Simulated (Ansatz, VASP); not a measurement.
One calculation of TePb, two programs

INCAR

```
SYSTEM = TePb
PREC = Accurate ; ENCUT = 520
EDIFF = 1E-8 ; ISMEAR = -1
SIGMA = 0.08 ; LREAL = .FALSE.
LASPH = .TRUE. ; NELM = 100
ALGO = Fast ; ISIF = 2
LWAVE = .FALSE. ; LCHARG = .FALSE.
GGA = PE ; LEFG = .TRUE.
NBANDS = 17
```

File KPOINTS:

```
regular mesh
0
G
  11 11 11
  0 0 0
```

File POSCAR:

```
TePb
1.0
    0.0000000000      3.2270000000      3.2270000000
    3.2270000000      0.0000000000      3.2270000000
    3.2270000000      3.2270000000      0.0000000000
Te Pb
1 1
Direct
    0.5309885342      0.5309885342      0.4690114658
    0.0000000000      0.0000000000      0.0000000000
```

Input for Ansatz:

```yaml
crystal:
  lattice:
    - [0.0, 3.227, 3.227]
    - [3.227, 0.0, 3.227]
    - [3.227, 3.227, 0.0]
  atoms:
    - { symbol: Te, position: [0.5309885342, 0.5309885342, 0.4690114658] }
    - { symbol: Pb, position: [0.0, 0.0, 0.0] }
kpoints:
  mp_grid: { grid: [11, 11, 11] }
scf:
  occupations: { method: fermi_dirac, width: 0.08 }
hamiltonian:
  xc: pbe
  pseudopotentials: { kind: paw }
output:
  forces: true
  stress: true
  eigenvalues: true
  efg: { contact_densities: true }
```

Alike in both runs: task electric field gradients; functional PBE; k mesh 11 × 11 × 11; occupations fermi-dirac, width 0.08 eV; no spin polarisation.

|  | VASP | Ansatz |
| --- | --- | --- |
| version | VASP 6.6.1 | Ansatz 0.2.0 |
| potentials or method | VASP PAW PBE potentials, release 64 (Te, Pb_d) | PAW with Ansatz's default frozen-core files, scalar-relativistic |
| plane-wave cutoff (eV) | 520 | 420 |
| valence electrons in the cell | 20 | 30 |

Ansatz gave:

| Quantity | Value |
| --- | --- |
| pressure (GPa) | 2.8 |
| largest component of the traceless stress (GPa) | 1.06 |
| rms of the force components (eV/Å) | 0.149 |
| Vzz of the field gradient on the site that differs most (V/Å²) | -80.1 |

**Question.** Estimate VASP's values.

**Answer.** Pressure (GPa): 2.8; largest component of the traceless stress (GPa): 1.07; rms of the force components (eV/Å): 0.151; Vzz of the field gradient on the site that differs most (V/Å²): -78.4.

Atom by atom the forces differ by 0.002 eV/Å (rms over components). With one functional, cell and mesh, what is left measures potentials, basis and numerics. The two sets of potentials don't hold the same shells in valence. Ansatz warned: «gradients_without_spin_orbit».

Caveats: spin-orbit coupling is left out, which as a rule narrows the gap of such compounds by several tenths of an eV; an odd mesh through Γ misses points on the zone boundary, where band edges often lie.
